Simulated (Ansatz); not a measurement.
**4-layer 1T-PtSSe (AA) in a perpendicular field**

What dipole does a perpendicular field induce in the 4-layer 1T-PtSSe (AA)? A positive field points along +c.

Main program and level: Ansatz 0.2.0; plane-wave DFT, PBE-D3(BJ), Ansatz PAW (set soft_1); PAW set soft_1.

## Step 1: Starting point

The cell holds 12 atoms: 4 Se, 4 Pt and 4 S. Its edges and angles: a = 3.660 Å, b = 3.660 Å, c = 66.240 Å, α = 90.0°, β = 90.0°, γ = 120.0°. Regions: layer 1: 1T-PtSSe, 3 atoms (1 Se, 1 Pt and 1 S); layer 2: 1T-PtSSe, 3 atoms (1 Se, 1 Pt and 1 S); layer 3: 1T-PtSSe, 3 atoms (1 Se, 1 Pt and 1 S); layer 4: 1T-PtSSe, 3 atoms (1 Se, 1 Pt and 1 S). Vacuum lies along c.

## Step 2: Relaxation

The starting cell is a guess, so the in-plane lattice and the atoms are relaxed first, with the slab cut off from its images along the normal.

The input, input.yaml:

```yaml
crystal:
  lattice:
    - [3.66, 0.0, 0.0]
    - [-1.83, 3.1696529779, 0.0]
    - [0.0, 0.0, 66.2396305878]
  atoms:
    - { symbol: Se, position: [0.6666666667, 0.3333333333, 0.366849872] }
    - { symbol: Pt, position: [0.0, 0.0, 0.3853883277] }
    - { symbol: S, position: [0.3333333333, 0.6666666667, 0.3988912289] }
    - { symbol: Se, position: [0.6666666667, 0.3333333333, 0.4449361717] }
    - { symbol: Pt, position: [0.0, 0.0, 0.4634746274] }
    - { symbol: S, position: [0.3333333333, 0.6666666667, 0.4769775286] }
    - { symbol: Se, position: [0.6666666667, 0.3333333333, 0.5230224714] }
    - { symbol: Pt, position: [0.0, 0.0, 0.5415609271] }
    - { symbol: S, position: [0.3333333333, 0.6666666667, 0.5550638283] }
    - { symbol: Se, position: [0.6666666667, 0.3333333333, 0.6011087711] }
    - { symbol: Pt, position: [0.0, 0.0, 0.6196472268] }
    - { symbol: S, position: [0.3333333333, 0.6666666667, 0.633150128] }
  periodic: [true, true, false]
kpoints:
  mp_grid: { grid: [12, 12, 1] }
hamiltonian:
  xc: pbe
  dispersion: d3bj
  pseudopotentials: { kind: paw, azcp: { folder: soft_1 } }
scf:
  occupations: { method: fermi_dirac, width: 0.05 }
  convergence: { dr2_threshold: 1.0e-09 }
relax:
  f_tol: 0.004
  max_steps: 90
  cell: {}
output:
  write_potential: true
  write_density: true
  volumetric_format: npy
```

Run with:

```sh
> ansatz run input.yaml --threads 4 --pin off --max-ram 12288MiB --backend cpu --events-out ev --progress --plain --runs-dir out
```

Numbers of over 12 decimals in the logs are rounded to 6 here.

The program printed:

```text
Warning: relax.cell: scf.convergence.dr2_threshold = 1e-9 eV is looser than the 1.57078511681e-10 eV advised for a relaxation that steers and ends on the stress (1e-10 eV for each atom of the cell: 12, times the square of relax.cell.stress_2d_tol = 0.05 N/m over 27.6 Å (the atoms' height at the walk's start and 5 Å past either face), 1.809e-2 GPa, over a crystal's default 0.05). What an SCF threshold leaves in a stress goes as its square root, and in the free energy as the threshold itself, and one threshold admits the most on a small cell: [figures from the program's tests cut] Set scf.convergence.dr2_threshold to 1.57078511681e-10 eV or tighter. [rest of the remark cut]
Engine: ansatz 0.2.0, x86_64-unknown-linux-gnu
Pseudopotentials: kind: paw
Pseudopotential: Se, paw, valence charge 16, recommended cutoff 420 eV (normal), soft_1/Se.paw.azcp
Pseudopotential: Pt, paw, valence charge 18, recommended cutoff 420 eV (normal), soft_1/Pt.paw.azcp
Pseudopotential: S, paw, valence charge 6, recommended cutoff 420 eV (normal), soft_1/S.paw.azcp
Functional definition: PBE
  parameter kappa = 0.804
  parameter beta = 0.066725
  exchange = pbe_x(kappa = kappa, mu = beta*pi^2/3)
  correlation = pbe_c(beta = beta)
Crystal: 12 atoms, lattice volume = 768.441 Å³
Basis set: ecut = 420 eV, 14861 PW (Γ), exchange–correlation on 50×50×900 points (8 copies of the dense FFT grid, shifted against one another)
Bands: 96, of which v1, the nominal top of the filled ones, is band 80 counted from 1 (79 counted from 0)
Symmetry: 6 space group operations
Space group: P3m1 (ITA 156), of the structure as read, at distance tolerance 9.2e-5 Å
k-points: 19 of 144 (time reversal used)
Non-local potential: Se, projectors of the file, l = 0: 2, l = 1: 2, l = 2: 3, l = 3: 1
Non-local potential: Pt, projectors of the file, l = 0: 3, l = 1: 2, l = 2: 2, l = 3: 1
Non-local potential: S, projectors of the file, l = 0: 2, l = 1: 2, l = 2: 1
PAW form: soft (Blöchl's): semilocal exchange-correlation on the pseudo side does not see the compensation charge
PAW one-centre angular grid: Se, 590 points (default); XC on 64 Gauss nodes
PAW one-centre angular grid: Pt, 590 points (default); XC on 64 Gauss nodes
PAW one-centre angular grid: S, 110 points (default); XC on 64 Gauss nodes
Initial density: superposition of atomic densities (neutral atoms: chi_scale 0, normalization atom)
Initial wavefunctions: pseudopotential atomic-orbital guess
Functional: x = pbe(κ = 0.804, μ = 0.219515), c = pbe(β = 0.066725)
SCF iter   1: F=—  HF=-75594.426645 eV  |F-HF|=—  |Δ(HF+E_count)|=         —  Δρ=4.97e-2  dr2=2.28e1  ethr=3.10e-3  ⟨swp⟩=14.6  Hψ=11577  notcnv=0  defer=26
preconditioner: auto → Resta (q_TF=auto, 2.100 Å⁻¹)  ε∞=2.7  [insulator: Δε(μ)=1.266 eV  Ē_g=9.727 eV  σ=0.050 eV  W_gap=1.00  n_scr=134 (ndim 8)  ℏωp=12.6 eV  f_vac=0.682  D(μ)=0.00/eV (n_scr^D=0)  ε∞_Penn≈2.7  vacuum switching on, ρ_ref=6.9e-3 e/Å³]
SCF iter   2: F=—  HF=-75593.242510 eV  |F-HF|=—  |Δ(HF+E_count)|=    1.18e0  Δρ=3.32e-2  dr2=4.99e2  ethr=3.10e-3  ⟨swp⟩=4.9  Hψ=5380  notcnv=0  defer=142  recentre
preconditioner: auto → LDOS  [metal: Δε(μ)=0.044 eV  Ē_g=9.839 eV  σ=0.050 eV  W_gap=0.21  n_scr=134 (ndim 8)  ℏωp=12.6 eV  f_vac=0.683  D(μ)=5.31/eV (n_scr^D=22)  β→1.0]
SCF iter   3: F=—  HF=-75590.778150 eV  |F-HF|=—  |Δ(HF+E_count)|=    2.46e0  Δρ=2.30e-2  dr2=5.05e0  ethr=3.10e-3  ⟨swp⟩=4.1  Hψ=4380  notcnv=0  defer=132
SCF iter   4: F=—  HF=-75590.681518 eV  |F-HF|=—  |Δ(HF+E_count)|=   9.66e-2  Δρ=1.41e-2  dr2=7.15e0  ethr=3.10e-3  ⟨swp⟩=4.2  Hψ=4270  notcnv=0  defer=133
SCF iter   5: F=—  HF=-75590.004743 eV  |F-HF|=—  |Δ(HF+E_count)|=   6.77e-1  Δρ=4.32e-3  dr2=7.87e-1  ethr=3.10e-3  ⟨swp⟩=3.7  Hψ=3439  notcnv=0  defer=115
SCF iter   6: F=—  HF=-75590.007002 eV  |F-HF|=—  |Δ(HF+E_count)|=   2.26e-3  Δρ=1.74e-3  dr2=7.17e-1  ethr=4.92e-4  ⟨swp⟩=3.5  Hψ=3012  notcnv=0  defer=111
SCF iter   7: F=—  HF=-75589.993266 eV  |F-HF|=—  |Δ(HF+E_count)|=   1.37e-2  Δρ=9.53e-4  dr2=5.43e-1  ethr=4.48e-4  ⟨swp⟩=2.1  Hψ=2186  notcnv=0  defer=123
SCF iter   8: F=—  HF=-75589.985743 eV  |F-HF|=—  |Δ(HF+E_count)|=   7.52e-3  Δρ=7.98e-4  dr2=4.58e-1  ethr=3.39e-4  ⟨swp⟩=1.3  Hψ=1830  notcnv=0  defer=123
SCF iter   9: F=—  HF=-75589.973980 eV  |F-HF|=—  |Δ(HF+E_count)|=   1.18e-2  Δρ=6.57e-4  dr2=3.46e-1  ethr=2.86e-4  ⟨swp⟩=1.3  Hψ=1928  notcnv=0  defer=123
SCF iter  10: F=—  HF=-75589.953548 eV  |F-HF|=—  |Δ(HF+E_count)|=   2.04e-2  Δρ=6.92e-4  dr2=4.59e-2  ethr=2.16e-4  ⟨swp⟩=3.1  Hψ=2550  notcnv=0  defer=124
SCF iter  11: F=—  HF=-75589.957520 eV  |F-HF|=—  |Δ(HF+E_count)|=   3.97e-3  Δρ=1.03e-3  dr2=6.82e-1  ethr=2.87e-5  ⟨swp⟩=2.6  Hψ=2503  notcnv=0  defer=127  recentre
SCF iter  12: F=—  HF=-75589.955638 eV  |F-HF|=—  |Δ(HF+E_count)|=   1.88e-3  Δρ=3.70e-4  dr2=1.20e-1  ethr=2.87e-5  ⟨swp⟩=2.2  Hψ=2203  notcnv=0  defer=115
SCF iter  13: F=—  HF=-75589.951196 eV  |F-HF|=—  |Δ(HF+E_count)|=   4.44e-3  Δρ=1.71e-4  dr2=6.42e-3  ethr=2.87e-5  ⟨swp⟩=2.1  Hψ=1954  notcnv=0  defer=107
SCF iter  14: F=—  HF=-75589.951164 eV  |F-HF|=—  |Δ(HF+E_count)|=   3.19e-5  Δρ=1.17e-4  dr2=6.59e-3  ethr=4.02e-6  ⟨swp⟩=1.7  Hψ=2286  notcnv=0  defer=106
SCF iter  15: F=—  HF=-75589.951131 eV  |F-HF|=—  |Δ(HF+E_count)|=   3.34e-5  Δρ=8.91e-5  dr2=4.75e-3  ethr=4.02e-6  ⟨swp⟩=1.1  Hψ=1716  notcnv=0  defer=106
SCF iter  16: F=—  HF=-75589.951039 eV  |F-HF|=—  |Δ(HF+E_count)|=   9.20e-5  Δρ=2.74e-5  dr2=3.98e-4  ethr=2.97e-6  ⟨swp⟩=1.1  Hψ=1749  notcnv=0  defer=106
SCF iter  17: F=—  HF=-75589.951044 eV  |F-HF|=—  |Δ(HF+E_count)|=   4.84e-6  Δρ=1.07e-5  dr2=1.03e-5  ethr=2.49e-7  ⟨swp⟩=2.1  Hψ=2159  notcnv=0  defer=106
SCF iter  18: F=—  HF=-75589.951230 eV  |F-HF|=—  |Δ(HF+E_count)|=   1.87e-4  Δρ=7.04e-6  dr2=1.49e-5  ethr=6.43e-9  ⟨swp⟩=2.9  Hψ=3127  notcnv=0  defer=106
SCF iter  19: F=—  HF=-75589.951230 eV  |F-HF|=—  |Δ(HF+E_count)|=   2.18e-7  Δρ=3.47e-6  dr2=2.83e-6  ethr=6.43e-9  ⟨swp⟩=1.6  Hψ=1828  notcnv=0  defer=106
SCF iter  20: F=—  HF=-75589.951230 eV  |F-HF|=—  |Δ(HF+E_count)|=   2.93e-8  Δρ=1.58e-6  dr2=9.43e-7  ethr=1.77e-9  ⟨swp⟩=1.8  Hψ=2248  notcnv=0  defer=106
SCF iter  21: F=—  HF=-75589.951230 eV  |F-HF|=—  |Δ(HF+E_count)|=   2.04e-8  Δρ=5.46e-7  dr2=2.79e-8  ethr=5.89e-10  ⟨swp⟩=1.5  Hψ=1984  notcnv=0  defer=106
SCF iter  22: F=—  HF=-75589.951230 eV  |F-HF|=—  |Δ(HF+E_count)|=   6.85e-9  Δρ=2.85e-7  dr2=2.88e-9  ethr=1.74e-11  ⟨swp⟩=2.9  Hψ=3454  notcnv=0  defer=106
SCF iter  23: F=-75589.951230 eV  HF=-75589.951230 eV  |F-HF|=2.69e-9  |Δ(HF+E_count)|=   1.28e-9  Δρ=1.03e-7  dr2=3.15e-10  ethr=1.00e-12  ⟨swp⟩=12.9  Hψ=14711  notcnv=0
[...]
relax step   8: F+E_penalty+E_count = -75592.54355243 eV  Δ(F+E_penalty+E_count) = -4.879e-4 eV  max|allowed force component| = 4.802e-3 eV/Å  Δτ_max = 0.0101 Å  P = +0.041 N/m  Ω = 769.766 Å³  energy of the carried Pulay correction = -1.374e-4 eV  fix = [c, alpha, beta]  reactions: c +0.000 N/m  (9 SCF iters, accepted)
[...]
relax step   9: F+E_penalty+E_count = -75592.54355875 eV  Δ(F+E_penalty+E_count) = -6.325e-6 eV  max|allowed force component| = 3.583e-4 eV/Å  Δτ_max = 0.0019 Å  P = +0.001 N/m  Ω = 769.790 Å³  energy of the carried Pulay correction = -1.398e-4 eV  fix = [c, alpha, beta]  reactions: c +0.000 N/m  (8 SCF iters, accepted)
Initial wavefunctions: pseudopotential atomic-orbital guess (no wavefunctions were taken with the density)
iter 1 solved again at ethr=5.72e-7 eV; its pass at ethr=3.10e-3 eV (dr2=9.15e-4 eV) is discarded
SCF iter   1: F=—  HF=-75592.539823 eV  |F-HF|=—  |Δ(HF+E_count)|=         —  Δρ=7.04e-5  dr2=9.21e-7  ethr=5.72e-7  ⟨swp⟩=5.8  Hψ=20054  notcnv=0
eigensolver tolerance schedule: the retry pair's looser diagonalisation over-reported the residual by 991.94 of it (diagonalisation noise at 0.22 of the residual, at the tolerance the schedule requests for it); recorded, not acted on — ethr = c·dr2/N_el stays at c = 1.0e-1
preconditioner: auto → LDOS  [insulator: Δε(μ)=0.122 eV  Ē_g=9.225 eV  σ=0.050 eV  W_gap=0.54  n_scr=134 (ndim 8)  ℏωp=12.6 eV  f_vac=0.697  D(μ)=1.79/eV (n_scr^D=12)  ε∞_Penn≈2.9  β→1.0]
SCF iter   2: F=—  HF=-75592.543673 eV  |F-HF|=—  |Δ(HF+E_count)|=   3.85e-3  Δρ=3.06e-6  dr2=2.78e-7  ethr=5.76e-10  ⟨swp⟩=5.5  Hψ=7288  notcnv=0  defer=7
SCF iter   3: F=—  HF=-75592.543670 eV  |F-HF|=—  |Δ(HF+E_count)|=   3.49e-6  Δρ=2.40e-6  dr2=2.59e-7  ethr=1.74e-10  ⟨swp⟩=3.1  Hψ=3300  notcnv=0  defer=8
SCF iter   4: F=—  HF=-75592.543672 eV  |F-HF|=—  |Δ(HF+E_count)|=   1.88e-6  Δρ=1.22e-6  dr2=3.10e-8  ethr=1.62e-10  ⟨swp⟩=2.2  Hψ=2277  notcnv=0  defer=8
SCF iter   5: F=—  HF=-75592.543673 eV  |F-HF|=—  |Δ(HF+E_count)|=   1.18e-6  Δρ=3.25e-7  dr2=1.59e-9  ethr=1.94e-11  ⟨swp⟩=3.0  Hψ=2938  notcnv=0  defer=8
iter 6 met the thresholds in force, and the SCF goes on: an eigenvalue changes by 3.40 meV, over its tolerance of 1.16 meV (output.eigenvalues, Limitations)
SCF iter   6: F=-75592.543673 eV  HF=-75592.543673 eV  |F-HF|=8.09e-8  |Δ(HF+E_count)|=   3.39e-7  Δρ=1.15e-7  dr2=3.54e-10  ethr=1.00e-12  ⟨swp⟩=23.6  Hψ=16677  notcnv=0
SCF iter   7: F=-75592.543673 eV  HF=-75592.543673 eV  |F-HF|=4.40e-8  |Δ(HF+E_count)|=   3.61e-8  Δρ=4.23e-8  dr2=4.54e-11  ethr=1.00e-12  ⟨swp⟩=9.4  Hψ=11475  notcnv=0
SCF 10 converged in 7 iterations: F = -75592.543673 eV  dr2 = 4.54e-11
relax step  10: F+E_penalty+E_count = -75592.54367341 eV  Δ(F+E_penalty+E_count) = -1.147e-4 eV  max|allowed force component| = 3.499e-4 eV/Å  Δτ_max = 0.0000 Å  P = -0.020 N/m  Ω = 769.790 Å³  fix = [c, alpha, beta]  reactions: c -0.000 N/m  stress off target by 1.96e-2 N/m on what of the cell is left free  SCF on the basis re-selected at this cell (its energy is not comparable with the rows above)  (7 SCF iters)
basis re-selected at this cell: Δ(F+E_penalty+E_count) = -1.147e-4 eV, ΔP = -0.021 N/m vs the last step (what re-selecting the basis moved, of the pressure what is left beyond the Pulay correction that the steps carried, after the strain that the cell walked since its last selection, with what the two solves' SCF thresholds leave and, on support functions, any second-order correction that the steps lacked; it is no m [...]
WARN: The output density's exchange-correlation potential varies sharply where the density is thin. Do not read a vacuum level from v_tot or v_xc, or from such a field of the output density. On a cell that repeats whose density bears no net charge and no dipole along the vacuum's axis use v_es (v_loc + v_h of the components); under efield.dipole_correction with no amplitude use v_es + v_field, which holds any externa [...]
SCF converged after 7 iterations
an eigenvalue changed by more than its tolerance at an iteration that met the thresholds in force, so the SCF went on 1 time: the last check found none over its tolerance
Free energy (F): -75592.543673 eV
Harris-Foulkes:  -75592.543673 eV  (|F-HF|=4.40e-8)
Internal energy: -75592.526929 eV  (E = F + TS)
E sigma→0 (E₀):  -75592.535301 eV
Entropy (-TS):   -0.016745 eV (-1.395 meV/atom)
Fermi energy:    -4.979796 eV
--- Per-component energies (eV) ---
  E_band       = -5349.383818
  E_kinetic    = 3247.536161
  E_local      = -2075030.588761  (includes V_loc(G=0)·N_el)
  E_nonlocal   = -464.429226
  E_hartree    = 1035369.586425
  E_xc         = -1625.335660
  E_vxc        = -1778.244086  (∫ρ·V_xc dr)
  E_paw        = -48889.774971  (= ΣΔE_a)
  E_vpaw       = -2062.833428  (= ΣTr[D̂ρ^β])
  E_aug_tail   = 0.003088  (compensation charges beyond the density's cutoff)
  E_ewald      = 1011805.537808
  E_disp       = -5.061794  (pairwise vdW)
  E_smearing   = -0.016745  (= −TS)
  E_closure    = 0.000000  (closes the sum)
  Σ components = -75592.543673   (vs F -75592.543673, Δ=0.00e0)
--- Forces (eV/Å), atoms counted from 1 ---
  atom   1  Se     0.00000000     0.00000000    -0.00006343
  atom   2  Pt     0.00000000    -0.00000000    -0.00029260
  atom   3  S     -0.00000000     0.00000000    -0.00013135
  atom   4  Se    -0.00000000     0.00000000    -0.00001291
  atom   5  Pt     0.00000000     0.00000000    -0.00035008
  atom   6  S     -0.00000000     0.00000000    -0.00005527
  atom   7  Se    -0.00000000     0.00000000     0.00024341
  atom   8  Pt    -0.00000000     0.00000000    -0.00000701
  atom   9  S      0.00000000    -0.00000000     0.00015413
  atom  10  Se     0.00000000     0.00000000     0.00019750
  atom  11  Pt     0.00000000     0.00000000     0.00005444
  atom  12  S      0.00000000    -0.00000000     0.00026086
  max |Σ_I F_I| component: 2.32e-6 eV/Å
--- 2D stress c σ (N/m, compression-positive) ---
       -0.019618      -0.000000       0.000000
       -0.000000      -0.019618      -0.000000
        0.000000      -0.000000      -0.000000
  P = ½ c Tr σ = -0.0196 N/m
--- Band table (eV; the first three rows and the last of 19) ---
  k-point 0: bands = [... 76 lower, -5.9842, -5.9842, -5.5473, -4.8252, -3.7336, -3.7336, -3.3561, -3.3561, ... 12 higher]
  k-point 1: bands = [... 76 lower, -5.9049, -5.6864, -5.2901, -4.9333, -3.9754, -3.8764, -3.6933, -3.4665, ... 12 higher]
  k-point 2: bands = [... 76 lower, -5.9734, -5.7957, -5.4731, -5.0921, -4.3875, -4.1222, -4.0432, -3.8078, ... 12 higher]
  k-point 18: bands = [... 76 lower, -7.0756, -6.9094, -6.7777, -6.4115, -5.0552, -4.6122, -4.4181, -4.0619, ... 12 higher]
  the weakly bound empty levels are not read free of the cell's end (no_gap_told)
--- Relaxed structure (9 steps of the walk, 9 accepted, 1 SCFs on fresh bases) ---
  F+E_penalty+E_count = -75592.54367341 eV   max|allowed force component| = 3.499e-4 eV/Å   (the final SCF, on the basis selected at the relaxed cell)
  cell:  # Å, volume = 769.7896 Å³
    - [3.663210, 1.1877669266271687e-19, 0]
    - [-1.831605, 3.172433, 0]
    - [0, 0, 66.2396305878]
  atoms:
    - { symbol: Se, position: [0.666667, 0.333333, 0.373373] }
    - { symbol: Pt, position: [2.4828659584597753e-17, 0, 0.393692] }
    - { symbol: S, position: [0.333333, 0.666667, 0.411502] }
    - { symbol: Se, position: [0.666667, 0.333333, 0.445786] }
    - { symbol: Pt, position: [6.712592830073914e-18, 0, 0.465720] }
    - { symbol: S, position: [0.333333, 0.666667, 0.483651] }
    - { symbol: Se, position: [0.666667, 0.333333, 0.517556] }
    - { symbol: Pt, position: [-1.2301119348856758e-17, 0, 0.537447] }
    - { symbol: S, position: [0.333333, 0.666667, 0.555364] }
    - { symbol: Se, position: [0.666667, 0.333333, 0.589477] }
    - { symbol: Pt, position: [-3.143524483631104e-17, 0, 0.609133] }
    - { symbol: S, position: [0.333333, 0.666667, 0.627368] }
```

Elapsed: 4.5 min, on 4 threads of Intel Xeon Platinum 8559C (Emerald Rapids), shared host; peak memory 2.4 GiB; 18 min of CPU time.

The steps of the relaxation:

```tsv
step	energy less that of the first step (eV)	largest force component (eV/Å)	volume (Å³)
1	0.0000	3.5637	768.44
2	-2.3677	0.6812	776.83
3	-2.4959	0.2915	774.82
4	-2.5645	0.0800	761.76
5	-2.5879	0.1110	766.30
6	-2.5894	0.0902	770.62
7	-2.5918	0.0569	770.16
8	-2.5923	0.0048	769.77
9	-2.5923	0.0004	769.79
10*	-2.5924	0.0003	769.79
```

Relaxation steps marked * repeat the geometry before them on a plane-wave basis chosen anew for their cell, so energy and pressure can jump there.

Forces are held to the 6 operations that the run works with; a distortion that breaks them can't arise in this run.

```tsv
cell as run	before	after	change
a (Å)	3.660	3.663	+0.1 %
b (Å)	3.660	3.663	+0.1 %
```

The atoms that moved most (Å, along periodic axes as changes of fractional coordinates times the final cell, across vacuum about the mean position):

```tsv
atom	dx	dy	dz	length
S3	0.000	0.000	0.835	0.835
Se10	0.000	0.000	-0.770	0.770
Pt11	0.000	0.000	-0.696	0.696
Pt2	0.000	0.000	0.550	0.550
S6	0.000	0.000	0.442	0.442
Se1	0.000	0.000	0.432	0.432
S12	0.000	0.000	-0.383	0.383
Se7	0.000	0.000	-0.362	0.362
```

Numbers from this step:

```yaml
energy_at_zero_smearing: -75592.5353 eV
```

The lattice constant a goes from 3.660 to 3.663 Å.

(Part 1 of 2 ends here.)

[Logs are printed without paths, hosts, clocks, repeated set-up lines and the standing remarks that a program may print on its own settings, such as how far it seeks lower states.]

[Hosts, paths, dates, database ids (printed as entryN), source tags and the programs' standing remarks are cut or masked in the printed files.]

[Maps of the electrostatic potential energy from Ansatz leave out the sawtooth potential of an applied field or a dipole correction, so their vacuum need not be flat; planar profiles and work functions include it.]
